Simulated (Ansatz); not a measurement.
SrF2 (fluorite)

```
SrF2
1.0
    0.00000     2.92864     2.92864
    2.92864     0.00000     2.92864
    2.92864     2.92864     0.00000
Sr F
1 2
Cartesian
  0.00000   0.00000   0.00000
  1.46432   1.46432   1.46432
  4.39296   4.39296   4.39296
```

Equation-of-state scan: isotropic scaling of the cell above, V₀ being its volume. Symmetry pins the atoms to their sites.

Calculation: PBE (plane waves to 420 eV, PAW, scalar-relativistic; Ansatz, a program for electronic structure). k mesh 10×10×10 (Γ-centred), Fermi-Dirac smearing 0.05 eV. Energies are smeared free energies. Stress and pressure are positive under compression. SrF2 was relaxed with its symmetry unable to fall. ΔE is measured from the relaxed starting cell.

| V (Å³/atom) | ΔE (meV/atom) |
|---|---|
| 15.071 | 41.1 |
| 15.490 | 22.0 |
| 15.908 | 9.3 |
| 16.327 | 2.2 |
| 16.746 | 0.0 |
| 17.164 | 2.1 |
| 17.583 | 7.7 |
| 18.002 | withheld |
| 18.420 | 28.3 |

**Question.** Fit a third-order Birch-Murnaghan form (E₀, V₀, B₀, B₀′ free) to the given rows and predict ΔE at V = 18.002.

**Answer.** Least squares on the 8 given rows: ΔE = E₀ + (9V₀B₀/16)·y²·[2 + (B₀′ − 4)y], y = (V₀/V)^(2/3) − 1, with V₀ = 16.745 Å³/atom, B₀ = 64.63 GPa (160.2 GPa = 1 eV/Å³; the term in eV is multiplied by 1000), B₀′ = 4.60, E₀ = 0.02 meV/atom; root-mean-square residual 0.03 meV/atom. At 18.002 the fit gives 16.6 meV/atom; the calculation gives 16.6 meV/atom, the same to the digits shown. For the pressure the fit gives -3.96 GPa against the computed -3.96 GPa.

(A scan under strain: stresses follow from slopes of the energy per volume, elastic moduli from its curvatures.)
